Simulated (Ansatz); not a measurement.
Theory: DFT, revPBE, plane waves (420 eV) with PAW, scalar-relativistic in Ansatz. (PAW data from PBE, frozen cores regenerated.)

An element in the fcc structure gives this curve. The cell is scaled uniformly from the relaxed one, with fractional coordinates and shape fixed. Energies are extrapolated to zero smearing, pressures are those at the given smearing. Magnetic state: spin not included.

```tsv
V (Å³/atom)	E − E₀ (meV/atom)	P (GPa)
13.306	301.3	60.13
13.911	122.6	35.53
14.516	27.6	15.74
15.121	-0.1	-0.14
15.726	26.2	-12.86
16.331	95.6	-23.01
16.935	199.2	-31.09
```

Problem. Which element is it?
A. vanadium
B. rhenium
C. ruthenium
D. osmium

Solution. B. Its fit is V₀ = 15.11 Å³/atom, B₀ = 356 GPa, B₀′ = 4.5.
